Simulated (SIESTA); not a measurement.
## HgTe under changes of volume

One of the cells (29.508 Å³/atom); the others are scaled copies at fixed shape and fractional positions:

```xyz
2
Lattice="-3.0658 3.0658 1.5697 3.0658 -3.0658 1.5697 3.0658 3.0658 -1.5697" Properties=species:S:1:pos:R:3 pbc="T T T"
Hg    0.0000    3.0658    0.7849
Te    0.0000    0.0000    0.0000
```

Measurements of this composition are mostly on another form, of space group No. 216.

| Quantity | Value |
| --- | --- |
| Program | SIESTA 5.4.2 |
| Functional | PBEsol |
| Potentials or basis | PseudoDojo 0.4 standard (PBEsol files) |
| Basis | DZP (energy shift 0.003 Ry; two zetas on semicore shells) |
| Grid cutoff | 800 Ry |
| Energy shift | 0.003 Ry |
| k mesh | 10 × 10 × 10 |
| Occupations | fermi-dirac, width 0.05 eV |
| Spin | no spin polarisation |

| volume (Å³/atom) | energy over the lowest point (meV/atom) | pressure (GPa) |
| --- | --- | --- |
| 27.193 | 0.00 | -2.0 |
| 27.772 | 8.99 | -2.9 |
| 28.351 | ? | ? |
| 29.508 | 53.52 | -5.2 |
| 30.086 | 73.13 | -5.7 |
| 30.665 | 94.44 | -6.1 |

Question: What does the run at 28.351 Å³/atom give?

Answer: Energy over the lowest point 21.10 meV/atom; pressure -3.8 GPa.

Worked out: A Birch-Murnaghan fit of order 3 (a polynomial in V^(-2/3)) to the other rows has no minimum within the range. It gives 21.16 meV/atom at 28.351 Å³/atom, against the run's 21.10, and -dE/dV = -3.8 GPa, against -3.8.

Energies are extrapolated to zero smearing.

Caveats: short orbitals over semicore shells can move pressures by several GPa; the basis of atomic orbitals isn't converged, which shifts pressures, moduli and gaps.
